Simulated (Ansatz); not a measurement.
# Sn: the cost of one run

Computed with Ansatz 0.2.0 (DFT PBE, scalar-relativistic, plane waves, PAW, unless a step's input says otherwise).

1 further run of the same task is left out (set aside as unsound or not needed).

## 1. The starting structure

It takes space group Pm-3m (No. 221, cubic). Conventional cell: a = 6.092 Å, b = 6.092 Å, c = 6.092 Å, α = 90.00°, β = 90.00°, γ = 90.00°. Sn (site symmetry 4/mmm) has 6 Sn at 3.05 Å as nearest neighbours. Sn (site symmetry m-3m) has 6 Sn at 3.05 Å as nearest neighbours. Sn (site symmetry 4/mmm) is surrounded by 4 Sn at 3.05 Å.

Structure file:

```cif
data_structure
_symmetry_space_group_name_H-M 'Pm-3m'
_symmetry_Int_Tables_number 221
_cell_length_a 6.0920
_cell_length_b 6.0920
_cell_length_c 6.0920
_cell_angle_alpha 90.000
_cell_angle_beta 90.000
_cell_angle_gamma 90.000
_cell_volume 226.09
loop_
_atom_site_label
_atom_site_type_symbol
_atom_site_symmetry_multiplicity
_atom_site_Wyckoff_symbol
_atom_site_fract_x
_atom_site_fract_y
_atom_site_fract_z
_atom_site_occupancy
Sn1 Sn 3 c 0.50000 0.50000 0.00000 1
Sn2 Sn 1 b 0.50000 0.50000 0.50000 1
Sn3 Sn 3 d 0.50000 0.00000 0.00000 1
```

The cell was relaxed beforehand at this level, from a generated guess; it needn't be the stable form of this composition. At a tolerance of 0.05 Å it has space group Pm-3m (No. 221); it has 32.30 Å³/atom, an uncorrected energy of +0.21 eV/atom over the standard state.

## 2. Static run: bands, density of states and charges

input.yaml

```yaml
crystal:
  lattice:
    - [6.0919910674, 0.0, 0.0]
    - [0.0, 6.0919910674, 0.0]
    - [0.0, 0.0, 6.0919910674]
  atoms:
    - { symbol: Sn, position: [0.5, 0.5, 0.0] }
    - { symbol: Sn, position: [0.0, 0.5, 0.5] }
    - { symbol: Sn, position: [0.5, 0.0, 0.5] }
    - { symbol: Sn, position: [0.5, 0.5, 0.5] }
    - { symbol: Sn, position: [0.5, 0.0, 0.0] }
    - { symbol: Sn, position: [0.0, 0.5, 0.0] }
    - { symbol: Sn, position: [0.0, 0.0, 0.5] }
basis:
  ecutwfc: 420
kpoints:
  mp_grid: { grid: [6, 6, 6] }
  band_path:
    path:
      - [[0.0, 0.0, 0.0], [0.0, 0.5, 0.0], [0.5, 0.5, 0.0], [0.0, 0.0, 0.0], [0.5, 0.5, 0.5], [0.0, 0.5, 0.0]]
      - [[0.5, 0.5, 0.5], [0.5, 0.5, 0.0]]
    npoints: 14
hamiltonian:
  xc: pbe
scf:
  occupations: { method: gaussian, width: 0.1 }
  n_extra_bands: 17
output:
  forces: true
  stress: true
  eigenvalues: true
  populations: true
  dos: { projected: true, de: 0.02, nscf_kmesh: { grid: [8, 8, 8] } }
  bader: true
  write_density: true
  write_potential: true
  elf: true
  volumetric_format: npy
```

Command:

```sh
$ ansatz run input.yaml --threads 1 --pin off --max-ram 2560MiB --backend cpu --events-out ev --progress --plain --runs-dir out
```

**Question.** How long does this run take on 1 thread of Arm Neoverse V1, shared host, and how much memory does it need?

About 2.2 min, with a peak of 0.87 GiB.
